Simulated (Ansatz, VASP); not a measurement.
## Cross-check of GaSb between VASP and Ansatz

One calculation is typed for both programs; each brings its own data sets. How far apart do they land? The cell is taken from a series of runs on this material, whose earlier steps may have relaxed, scaled, displaced or heated it; both programs get it as it stands.

Calculated with Ansatz 0.2.0; plane waves, with VASP 6.6.1 beside it; zone-centre phonons at LDA.

## 1. The structure

Symmetry: R3m, No. 160, trigonal system. The conventional cell has a = 4.405 Å, b = 4.405 Å, c = 10.320 Å, α = 90.00°, β = 90.00°, γ = 120.00°. Nearest to Ga lie 4 Sb at 2.63 to 2.67 Å. Nearest to Sb lie 4 Ga at 2.63 to 2.67 Å. Farther neighbours are not listed.

## 2. VASP: zone-centre phonons, LDA

Second derivatives magnify differences that forces hide, and they need a tight electronic threshold.

Lines of VASP's logs that name or quote its potential files are left out, and so is its time.

Input file INCAR:

```
SYSTEM = GaSb
PREC = Accurate
ENCUT = 500
EDIFF = 1E-08
NELM = 120
ISMEAR = 1
SIGMA = 0.2
LREAL = .FALSE.
ALGO = Normal
GGA = CA
NBANDS = 15
LORBIT = 11
LWAVE = .FALSE.
LCHARG = .FALSE.
ISIF = 2
IBRION = 8
LASPH = .TRUE.
GGA_COMPAT = .FALSE.
KPAR = 2
```

Input file POSCAR:

```
GaSb
1.0
   -0.0906058461      3.0244912747      3.0244912747
    3.0244912747     -0.0906058461      3.0244912747
    3.0244912747      3.0244912747     -0.0906058461
Ga Sb
1 1
Direct
    0.0022569905      0.0022569905      0.0022569905
    0.7477430095      0.7477430095      0.7477430095
```

Input file KPOINTS:

```
Automatic mesh
0
Gamma
12 12 12
0 0 0
```

Potentials, in the order of the species: Ga_d and Sb (LDA family, release 64).

Started as:

```
$ mpirun -np 2 vasp_std
```

Numbers of over 12 decimals in the logs are rounded to 6 here.

The log of the run:

```text
[banner, memory and clock lines left out]
running    2 mpi-ranks, on    1 nodes
 distrk:  each k-point on    1 cores,    2 groups
 distr:  one band on    1 cores,    1 groups

 POSCAR found type information on POSCAR GaSb
 POSCAR found :  2 types and       2 ions
 LDA part: xc-table for (Slater(with rela. corr.)+CA(PZ))
 , standard interpolation
 POSCAR, INCAR and KPOINTS ok, starting setup
 FFT: planning ... GRIDC
 FFT: planning ... GRID_SOFT
 FFT: planning ... GRID
 WAVECAR not read
 entering main loop
       N       E                     dE             d eps       ncg     rms          rms(c)
DAV:   1     0.802123349345E+02    0.80212E+02   -0.84715E+03  5750   0.142E+03
DAV:   2    -0.257195962912E+01   -0.82784E+02   -0.80026E+02  6685   0.298E+02
DAV:   3    -0.864674374534E+01   -0.60748E+01   -0.60566E+01  6678   0.676E+01
DAV:   4    -0.875626874979E+01   -0.10953E+00   -0.10950E+00  7185   0.102E+01
DAV:   5    -0.875891136506E+01   -0.26426E-02   -0.26426E-02  7234   0.138E+00    0.324E+00
DAV:   6    -0.867450403379E+01    0.84407E-01   -0.74431E-02  8306   0.434E+00    0.187E+00
DAV:   7    -0.864114166447E+01    0.33362E-01   -0.48531E-02  6650   0.174E+00    0.295E-01
DAV:   8    -0.864078371759E+01    0.35795E-03   -0.47659E-03  7128   0.824E-01    0.907E-02
DAV:   9    -0.864085598093E+01   -0.72263E-04   -0.35462E-04  6889   0.171E-01    0.340E-02
DAV:  10    -0.864085128587E+01    0.46951E-05   -0.21003E-05  7336   0.394E-02    0.113E-02
DAV:  11    -0.864085423718E+01   -0.29513E-05   -0.40770E-06  6538   0.184E-02    0.444E-03
DAV:  12    -0.864085424377E+01   -0.65870E-08   -0.19709E-07  7163   0.367E-03    0.113E-03
DAV:  13    -0.864085425179E+01   -0.80254E-08   -0.21462E-08  6928   0.127E-03
   1 F= -.86408543E+01 E0= -.86409471E+01  d E =0.278561E-03
 Linear response reoptimize wavefunctions to high precision
DAV:   1    -0.864085425168E+01    0.11460E-09   -0.12483E-09  5644   0.390E-04
DAV:   2    -0.864085425171E+01   -0.33197E-10   -0.19842E-10  4088   0.123E-04
 Linear response DOF=           2
 Linear response progress:
  Degree of freedom:   1/  2
       N       E                     dE             d eps       ncg     rms          rms(c)
RMM:   1    -0.168034049537E+00   -0.16803E+00    0.88983E-02 17737   0.838E+00
RMM:   2    -0.166760417080E+00    0.12736E-02   -0.27413E-02 26641   0.136E+00    0.393E-02
RMM:   3    -0.166857924559E+00   -0.97507E-04   -0.36684E-03 27604   0.456E-01    0.248E-02
RMM:   4    -0.166812776484E+00    0.45148E-04   -0.17778E-03 30423   0.224E-01    0.145E-02
RMM:   5    -0.166833782636E+00   -0.21006E-04   -0.84098E-05 29406   0.567E-02    0.494E-03
RMM:   6    -0.166834632222E+00   -0.84959E-06   -0.14436E-05 29817   0.247E-02    0.858E-04
RMM:   7    -0.166826302752E+00    0.83295E-05   -0.78681E-06 29127   0.110E-02    0.518E-04
RMM:   8    -0.166826818309E+00   -0.51556E-06   -0.53200E-07 28573   0.525E-03    0.302E-04
RMM:   9    -0.166829623845E+00   -0.28055E-05   -0.85557E-07 29544   0.248E-03    0.588E-05
RMM:  10    -0.166829500759E+00    0.12309E-06    0.13554E-07 28865   0.116E-03    0.391E-05
RMM:  11    -0.166829720319E+00   -0.21956E-06   -0.53317E-08 29990   0.576E-04    0.263E-05
RMM:  12    -0.166829924919E+00   -0.20460E-06   -0.31688E-08 29528   0.297E-04    0.116E-05
RMM:  13    -0.166829994913E+00   -0.69994E-07    0.10816E-08 29904   0.157E-04    0.326E-06
RMM:  14    -0.166830006160E+00   -0.11247E-07   -0.31695E-08 30015   0.882E-05    0.259E-06
RMM:  15    -0.166830027172E+00   -0.21012E-07    0.51129E-09 29537   0.554E-05    0.596E-07
RMM:  16    -0.166830036684E+00   -0.95113E-08    0.92799E-10 29546   0.374E-05    0.266E-07
 first order change of Fermi-energy   0.82514E+00
 force on displaced ion       1 direction 1 :  -7.348  -0.182  -0.182
 Linear response progress:
  Degree of freedom:   2/  2
       N       E                     dE             d eps       ncg     rms          rms(c)
RMM:   1    -0.291890610904E-01   -0.29189E-01    0.47567E-03 28634   0.135E+00
RMM:   2    -0.265980107850E-01    0.25911E-02   -0.34033E-03 26240   0.372E-01    0.655E-02
RMM:   3    -0.265333514630E-01    0.64659E-04   -0.19569E-04 29165   0.101E-01    0.352E-02
RMM:   4    -0.265489415366E-01   -0.15590E-04   -0.34643E-05 28981   0.433E-02    0.442E-03
RMM:   5    -0.265541035734E-01   -0.51620E-05   -0.43984E-06 30259   0.150E-02    0.280E-03
RMM:   6    -0.265476508537E-01    0.64527E-05   -0.95643E-07 28802   0.481E-03    0.727E-04
RMM:   7    -0.265465960344E-01    0.10548E-05   -0.12244E-07 29915   0.149E-03    0.293E-04
RMM:   8    -0.265462242228E-01    0.37181E-06   -0.26828E-08 28529   0.574E-04    0.866E-05
RMM:   9    -0.265461753146E-01    0.48908E-07    0.66625E-09 30063   0.219E-04    0.291E-05
RMM:  10    -0.265462101782E-01   -0.34864E-07    0.24501E-09 28577   0.812E-05    0.666E-06
RMM:  11    -0.265462040793E-01    0.60989E-08    0.16169E-09 30064   0.323E-05    0.289E-06
 first order change of Fermi-energy  -0.82483E+00
 force on displaced ion       2 direction 1 :  -7.347  -0.189  -0.189
 Linear response finished
```

Parts of OUTCAR (step 2):

```text
ion  position               nearest neighbor table
   1  0.002  0.002  0.002-   2 2.63   2 2.67   2 2.67   2 2.67
   2  0.748  0.748  0.748-   1 2.63   1 2.67   1 2.67   1 2.67

  LATTYP: Found a trigonal (rhomboedric) cell.
 ALAT       =     4.2782361273
 COS(alpha) =     0.4698317921

 Subroutine GETGRP returns: Found  6 space group operations
 (whereof  6 operations were pure point group operations)

The static configuration has the point symmetry C_3v.

 Found    189 irreducible k-points:

   k-points           NKPTS =    189   k-points in BZ     NKDIM =    189   number of bands    NBANDS=     15

   dimension x,y,z NGX =    32 NGY =   32 NGZ =   32
   dimension x,y,z NGXF=    64 NGYF=   64 NGZF=   64

   ENCUT  =  500.0 eV  36.75 Ry    6.06 a.u.   7.80  7.80  7.80*2*pi/ulx,y,z

   NELECT =      18.0000    total number of electrons

 k-points in reciprocal lattice and weights: Automatic mesh
   0.00000000  0.00000000  0.00000000       0.001
   0.08333333  0.00000000 -0.00000000       0.003
   0.16666667  0.00000000  0.00000000       0.003
   0.25000000  0.00000000  0.00000000       0.003
   0.33333333  0.00000000  0.00000000       0.003
   0.41666667 -0.00000000 -0.00000000       0.003
   0.50000000  0.00000000  0.00000000       0.002
   0.08333333  0.08333333 -0.00000000       0.003
   0.16666667  0.08333333 -0.00000000       0.007
[...]
-0.41666667  0.50000000  0.41666667       0.003
   0.50000000  0.50000000  0.50000000       0.001

 average (electrostatic) potential at core
       1 -66.9641       2 -88.7589

  Total       -0.7229311     -0.7229311     -0.7229311      0.3927193      0.3927193      0.3927193
  in kB      -20.0325545    -20.0325545    -20.0325545     10.8823236     10.8823236     10.8823236
  external PRESSURE =     -20.0325545 kB  Pullay stress =       0.0000000 kB

  energy-cutoff  :      500.00
  volume of cell :       57.82
      direct lattice vectors                 reciprocal lattice vectors
    -0.090605846  3.024491275  3.024491275    -0.158067870  0.162949408  0.162949408
     3.024491275 -0.090605846  3.024491275     0.162949408 -0.158067870  0.162949408
     3.024491275  3.024491275 -0.090605846     0.162949408  0.162949408 -0.158067870

 POSITION                                       TOTAL-FORCE (eV/Angst)
 -----------------------------------------------------------------------------------
      0.01345      0.01345      0.01345         0.001803      0.001803      0.001803
      4.45533      4.45533      4.45533        -0.001803     -0.001803     -0.001803
 -----------------------------------------------------------------------------------
    total drift:                               -0.000124     -0.000124     -0.000124

 Eigenvectors and eigenvalues of the dynamical matrix
 ----------------------------------------------------

   1 f  =    6.522059 THz    40.979307 2PiTHz  217.552482 cm-1    26.973058 meV
             X         Y         Z           dx          dy          dz
      0.013448  0.013448  0.013448    -0.460252   -0.460252   -0.460252
      4.455335  4.455335  4.455335     0.348571    0.348571    0.348571

   2 f  =    6.284132 THz    39.484369 2PiTHz  209.616097 cm-1    25.989072 meV
             X         Y         Z           dx          dy          dz
      0.013448  0.013448  0.013448     0.539623   -0.585520    0.045898
      4.455335  4.455335  4.455335    -0.408119    0.442832   -0.034713

   3 f  =    6.284132 THz    39.484369 2PiTHz  209.616097 cm-1    25.989072 meV
             X         Y         Z           dx          dy          dz
      0.013448  0.013448  0.013448     0.364549    0.285052   -0.649602
      4.455335  4.455335  4.455335    -0.275710   -0.215587    0.491297

   4 f/i=    0.001787 THz     0.011229 2PiTHz    0.059610 cm-1     0.007391 meV
             X         Y         Z           dx          dy          dz
      0.013448  0.013448  0.013448     0.241508    0.250984   -0.492491
      4.455335  4.455335  4.455335     0.319326    0.331855   -0.651181

   5 f/i=    0.001787 THz     0.011229 2PiTHz    0.059610 cm-1     0.007391 meV
             X         Y         Z           dx          dy          dz
      0.013448  0.013448  0.013448    -0.429246    0.423774    0.005471
      4.455335  4.455335  4.455335    -0.567556    0.560322    0.007234

   6 f/i=    0.002474 THz     0.015543 2PiTHz    0.082517 cm-1     0.010231 meV
             X         Y         Z           dx          dy          dz
      0.013448  0.013448  0.013448     0.348571    0.348571    0.348571
      4.455335  4.455335  4.455335     0.460252    0.460252    0.460252

 ELASTIC MODULI CONTR FROM IONIC RELAXATION (kBar)
 Direction    XX          YY          ZZ          XY          YZ          ZX
 --------------------------------------------------------------------------------
 XX          -2.5446     -2.4388     -2.4388    -11.1142    -14.6725    -11.5521
 YY          -2.4388     -2.5446     -2.4388    -11.5521    -11.1142    -14.6725
 ZZ          -2.4388     -2.4388     -2.5446    -14.6725    -11.5521    -11.1142
 XY         -11.1142    -11.5521    -14.6725   -133.8335    -27.0037    -27.0037
 YZ         -14.6725    -11.1142    -11.5521    -27.0037   -133.8335    -27.0037
 ZX         -11.5521    -14.6725    -11.1142    -27.0037    -27.0037   -133.8335
 --------------------------------------------------------------------------------
```

## 3. Ansatz: zone-centre phonons, LDA

Ansatz runs on its PAW soft_1 files.

The same cell, functional (in two slightly different forms), mesh and smearing now go to Ansatz, which takes its cutoff from its data sets.

Input file input.yaml:

```yaml
crystal:
  lattice:
    - [-0.0906058461, 3.0244912747, 3.0244912747]
    - [3.0244912747, -0.0906058461, 3.0244912747]
    - [3.0244912747, 3.0244912747, -0.0906058461]
  atoms:
    - { symbol: Ga, position: [0.0022569905, 0.0022569905, 0.0022569905] }
    - { symbol: Sb, position: [0.7477430095, 0.7477430095, 0.7477430095] }
kpoints:
  mp_grid: { grid: [12, 12, 12] }
hamiltonian:
  xc: lda
  pseudopotentials: { kind: paw, azcp: { folder: soft_1 }, xc_functional: pbe }
scf:
  occupations: { method: methfessel_paxton, width: 0.2 }
output:
  eigenvalues: true
phonons:
  method: dfpt
```

Started as:

```
$ ansatz run input.yaml --threads 4 --pin off --max-ram 10240MiB --backend cpu --events-out ev --progress --plain --runs-dir out
```

The log of the run:

```text
Engine: ansatz 0.2.0, x86_64-unknown-linux-gnu
Pseudopotentials: kind: paw
Pseudopotential: Ga, paw, valence charge 13, recommended cutoff 420 eV (normal), soft_1/Ga.paw.azcp
Pseudopotential: Sb, paw, valence charge 15, recommended cutoff 420 eV (normal), soft_1/Sb.paw.azcp
Functional definition: SPW92
  exchange = slater_x
  correlation = pw_c
Crystal: 2 atoms, lattice volume = 57.819 Å³
Basis set: ecut = 420 eV, 1139 PW (Γ), exchange–correlation on 60×60×60 points (8 copies of the dense FFT grid, shifted against one another)
Bands: 18, of which v1, the nominal top of the filled ones, is band 14 counted from 1 (13 counted from 0)
Symmetry: 6 space group operations
k-points: 476 of 1728 (irreducible under 2 space group operations, time reversal used)
Non-local potential: Ga, projectors of the file, l = 0: 2, l = 1: 2, l = 2: 3, l = 3: 1
Non-local potential: Sb, projectors of the file, l = 0: 2, l = 1: 2, l = 2: 2, l = 3: 1
PAW form: soft (Blöchl's): semilocal exchange-correlation on the pseudo side does not see the compensation charge
PAW frozen core: Ga, regenerated for the run's functional, and the local potential with it (the file was generated under x = pbe(κ = 0.804, μ = 0.219515), c = pbe(β = 0.066725))
PAW frozen core: Sb, regenerated for the run's functional, and the local potential with it (the file was generated under x = pbe(κ = 0.804, μ = 0.219515), c = pbe(β = 0.066725))
PAW one-centre angular grid: Ga, 590 points (default); XC on 64 Gauss nodes
PAW one-centre angular grid: Sb, 590 points (default); XC on 64 Gauss nodes
Initial density: superposition of atomic densities (chi_scale 0.1, normalization cell, long waves kept (reshape's long-wave potential 0.00 eV rms))
Initial wavefunctions: pseudopotential atomic-orbital guess
Functional: x = slater, c = lda
SCF iter   1: F=—  HF=-10043.212691 eV  |F-HF|=—  |Δ(HF+E_count)|=         —  Δρ=3.01e-2  dr2=4.35e-1  ethr=3.10e-3  ⟨swp⟩=5.4  Hψ=43146  notcnv=0
preconditioner: auto → none  [insulator: Δε(μ)=0.155 eV  Ē_g=14.767 eV  σ=0.200 eV  W_gap=0.54  n_scr=14 (ndim 8)  ℏωp=20.7 eV  f_vac=0.008  D(μ)=0.06/eV (n_scr^D=0)  ε∞_Penn≈3.0]
SCF iter   2: F=—  HF=-10043.100115 eV  |F-HF|=—  |Δ(HF+E_count)|=   1.13e-1  S|Δr|=    0.00e0  Δρ=1.33e-2  dr2=6.57e-2  ethr=1.55e-3  ⟨swp⟩=2.1  Hψ=15155  notcnv=0
SCF iter   3: F=—  HF=-10043.091845 eV  |F-HF|=—  |Δ(HF+E_count)|=   8.27e-3  S|Δr|=    0.00e0  Δρ=4.92e-3  dr2=1.35e-2  ethr=2.35e-4  ⟨swp⟩=2.0  Hψ=14325  notcnv=0
SCF iter   4: F=—  HF=-10043.086252 eV  |F-HF|=—  |Δ(HF+E_count)|=   5.59e-3  S|Δr|=    0.00e0  Δρ=8.53e-4  dr2=2.41e-4  ethr=4.83e-5  ⟨swp⟩=2.0  Hψ=12855  notcnv=0
SCF iter   5: F=—  HF=-10043.086185 eV  |F-HF|=—  |Δ(HF+E_count)|=   6.68e-5  S|Δr|=    0.00e0  Δρ=4.20e-4  dr2=3.31e-5  ethr=8.61e-7  ⟨swp⟩=2.0  Hψ=12874  notcnv=0
SCF iter   6: F=—  HF=-10043.086182 eV  |F-HF|=—  |Δ(HF+E_count)|=   2.82e-6  S|Δr|=    0.00e0  Δρ=2.57e-5  dr2=2.27e-7  ethr=1.18e-7  ⟨swp⟩=2.0  Hψ=13371  notcnv=0
SCF iter   7: F=—  HF=-10043.086182 eV  |F-HF|=—  |Δ(HF+E_count)|=   1.08e-7  S|Δr|=    0.00e0  Δρ=5.39e-6  dr2=1.58e-8  ethr=8.12e-10  ⟨swp⟩=2.0  Hψ=14306  notcnv=0
SCF iter   8: F=—  HF=-10043.086182 eV  |F-HF|=—  |Δ(HF+E_count)|=   4.55e-9  S|Δr|=    0.00e0  Δρ=1.65e-6  dr2=1.17e-9  ethr=5.64e-11  ⟨swp⟩=2.0  Hψ=15235  notcnv=0
SCF iter   9: F=—  HF=-10043.086182 eV  |F-HF|=—  |Δ(HF+E_count)|=  4.51e-10  S|Δr|=    0.00e0  Δρ=3.20e-7  dr2=3.99e-11  ethr=4.16e-12  ⟨swp⟩=2.0  Hψ=15233  notcnv=0
SCF iter  10: F=-10043.086182 eV  HF=-10043.086182 eV  |F-HF|=3.64e-12  |Δ(HF+E_count)|=  1.09e-11  S|Δr|=    0.00e0  Δρ=6.62e-8  dr2=1.04e-12  ethr=1.00e-12  ⟨swp⟩=6.0  Hψ=40444  notcnv=0
SCF 1 converged in 10 iterations: F = -10043.086182 eV  dr2 = 1.04e-12
  greatest PAW one-centre occupation: 0.996 electrons in one spin orbital (limit 2), on the Sb atom at site 1 (counted from 0), in its partial waves of l = 2
DFPT response loops at Γ: preconditioner auto → Kerker (q_TF=auto, 2.418 Å⁻¹) (partly filled bands, converged f_vac=0.077); β = 1.00, the filter's whole step (`scf.mixing.beta` (0.50) is not read by the response loops under this deck's `scf.mixing.preconditioner`; to damp them name `kerker` or `kerker_dos`, under which they read `scf.mixing.beta`, and type it under 1.00, their step now; both keys bind the ground state too); Broyden in place of MSR1
SCF converged after 10 iterations
Stability not checked: this state was not tested for a lower state beside it, because cold or Methfessel-Paxton smearing, or corrected tetrahedra, fill the levels in a way that the test cannot read (fill_not_monotonic; see scf.lower_state_search)
Free energy (F): -10043.086182 eV
Harris-Foulkes:  -10043.086182 eV  (|F-HF|=3.64e-12)
Internal energy: -10043.086475 eV  (E = F + TS)
E sigma→0 (E₀):  -10043.086255 eV
Entropy (-TS):   0.000293 eV (0.147 meV/atom)
Fermi energy:    7.409583 eV
--- Per-component energies (eV) ---
  E_band       = -270.277334
  E_kinetic    = 276.575973
  E_local      = -3400.431298  (includes V_loc(G=0)·N_el)
  E_nonlocal   = 302.453672
  E_hartree    = 1734.027650
  E_xc         = -161.041911
  E_vxc        = -146.979581  (∫ρ·V_xc dr)
  E_paw        = -6310.917722  (= ΣΔE_a)
  E_vpaw       = -769.951296  (= ΣTr[D̂ρ^β])
  E_aug_tail   = -0.000104  (compensation charges beyond the density's cutoff)
  E_ewald      = -2486.040028
  E_core_change = 2.287292  (= ΣΔE_core)
  E_smearing   = 0.000293  (= −TS)
  E_closure    = 0.000000  (closes the sum)
  Σ components = -10043.086182   (vs F -10043.086182, Δ=0.00e0)
--- Band table (eV; the first three rows and the last of 476) ---
  k-point 0: bands = [... 10 lower, -4.0984, 7.0444, 7.2657, 7.2657, 7.6034, 10.0330, 10.0330, 10.4517]
  k-point 1: bands = [... 10 lower, -4.0298, 5.8756, 7.1564, 7.4095, 8.1093, 10.1960, 10.2891, 10.5859]
  k-point 2: bands = [... 10 lower, -3.8284, 4.5208, 6.9070, 7.1318, 8.3008, 10.5683, 10.7820, 11.2708]
  k-point 475: bands = [... 10 lower, -2.3469, 1.0781, 6.0441, 6.0441, 7.2471, 10.9432, 10.9432, 13.4818]
--- Phonons (Γ-DFPT): 2 representative perturbations + reference, on 476 of 1728 k-points (Σ response iterations 6) ---
  k mesh reduced under 2 symmetry operations, with k and −k counted as one. Each operation leaves every solved perturbation unchanged. A smaller set is not used because it would not reduce the number of displacements times k-points to solve
  ASR residual: 8.271e-5 → 0.000e0 eV/Å²; symmetrization residual: 6.826e-7 eV/Å²
  ASR residual per site (eV/Å²): 8.27e-5 2.02e-5
  Γ frequencies (cm⁻¹): 0.00 0.00 0.00 207.53 207.53 215.94
  non-analytic LO–TO correction: not included (Born effective charges unavailable; polar crystals: no LO–TO splitting at Γ)
```

## 4. Side by side

Known differences besides the potentials themselves: the two LDA forms differ slightly; the data sets hold 28 valence electrons in Ansatz (on its PAW soft_1 files) and 18 in VASP; the cutoff is 420 eV in Ansatz and 500 eV in VASP; VASP's log shows a relativistic correction to its local exchange, Ansatz's none. Total energies have different zeros and are not compared.

The two programs side by side:

```
                  quantity  Ansatz   VASP  difference
optical mode 1 to 2 (cm⁻¹)   207.5  209.6     -1.00 %
     optical mode 3 (cm⁻¹)   215.9  217.6     -0.74 %
```

Modes are paired by rising frequency, not by their patterns, so a pair may set unlike modes beside each other; they are those without the splitting of longitudinal modes.

## 5. What came out

```yaml
r_m_s_difference_of_the_optical_zone_centre_modes_each_program_s_sorted_by_frequency_zone_centre_phonons_lda: 1.9 cm⁻¹
difference_in_optical_mode_1_to_2_zone_centre_phonons_lda: -1.0 %
```

What this shows: The r.m.s. difference of the optical zone-centre modes, each program's sorted by frequency is 1.9 cm⁻¹ (zone-centre phonons, LDA). The data sets hold unlike numbers of valence electrons (28 in Ansatz and 18 in VASP), so part of the differences comes from the potentials. Among the rows given in per cent, the largest difference of the zone-centre phonons, LDA pair is in optical mode 1 to 2, -1.0 %. Such differences can come from data sets, numerical settings and the points named under the comparisons, not from the functional's error against experiment.

[Lines on the potential files, build, host, timing and source positions are cut from VASP's logs without a mark.]

[Logs are printed without paths, hosts, clocks, repeated set-up lines and the standing remarks that a program may print on its own settings, such as how far it seeks lower states.]

[Hosts, paths, dates, database ids (printed as entryN), source tags and the programs' standing remarks are cut or masked in the printed files.]
